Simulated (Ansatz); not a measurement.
NaCl:

```xyz
2
Lattice="0.0000 2.7941 2.7941 2.7941 0.0000 2.7941 2.7941 2.7941 0.0000" Properties=species:S:1:pos:R:3 pbc="T T T"
Cl    2.7941    2.7941    2.7941
Na    0.0000    0.0000    0.0000
```

The cell is a database's computed one.

Base run:

| Item | Value |
| --- | --- |
| Program | Ansatz 0.2.0 |
| Functional | PBEsol |
| Potentials or basis | all-electron PAW datasets made for the crystal |
| Cutoff | 180 eV (chosen from the basis error) |
| k mesh | 6 × 6 × 6 |
| Occupations | fermi-dirac, width 0.05 eV |
| Spin | no spin polarisation |

Its results: band gap on the k mesh 5.04 eV, direct; pressure 0.2 GPa.

Question: The run is repeated on the same cell with these changes: functional from PBEsol to PBE0; cutoff from 180 eV (chosen from the basis error) to 200 eV (chosen from the basis error). What comes out?

Answer: Band gap on the k mesh 7.32 eV, direct; pressure 0.9 GPa.

PBE0 gives the wider gap, since exact exchange removes part of the self-interaction.

